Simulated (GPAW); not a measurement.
Runs of GPAW 26.7.0 on MoS2. Symmetry: P6_3/mmc, No. 194, hexagonal system. The conventional cell has a = 3.169 Å, b = 3.169 Å, c = 12.324 Å, α = 90.00°, β = 90.00°, γ = 120.00°. Around Mo (site symmetry -6m2) lie 6 S at 2.41 Å. S (site symmetry 3m) has 3 Mo at 2.41 Å as nearest neighbours. 

```tsv
task	level	potentials or basis	U	k mesh	cutoff (eV)	smearing	maxiter	band path	band points	convergence	mesh quality	gap on the mesh (eV)	pressure (GPa)	largest force (eV/Å)
single point	PBE	GPAW PAW data sets (gpaw-data 1.2.1), pw	-	10 × 10 × 3	600	gaussian 0.011 eV	150	-	-	-	not flagged	0.92	1.9	0.06
band structure	PBE	GPAW PAW data sets (gpaw-data 1.2.1), pw	-	10 × 10 × 3	600	fermi-dirac 0.05 eV	150	GMKGALHA,LM,KH	60	-	not flagged	0.92	1.9	0.06
band structure	r2SCAN	GPAW PAW data sets (gpaw-data 1.2.1), pw	-	6 × 6 × 2	600	fermi-dirac 0.05 eV	150	GMKGALHA,LM,KH	60	-	not flagged	0.99	0.8	(b)
single point	PBE+U	PAW data sets generated in the run's folder for this functional, pw	Mo d U = 6 eV	8 × 8 × 2	450	fermi-dirac 0.05 eV	120	-	-	default	not flagged	0.93	(a)	0.06
```

Alike in all rows: no spin polarisation; cell as given.

Q: Fill in the values left out.

A: (a) 9.0; (b) 0.23.

Caveats: this functional lacks dispersion, which binds the layers, so the pressure and a relaxed spacing across them are unreliable (some runs); an odd mesh through Γ misses points on the zone boundary, where band edges often lie (some runs); the PAW data sets were made with another functional, which shifts forces and pressure a little (some runs); the cutoff is short for stress and forces, so pressures can be off by a GPa or more (some runs).

A k mesh can miss the band edges, and the runs leave out spin-orbit coupling on Mo.
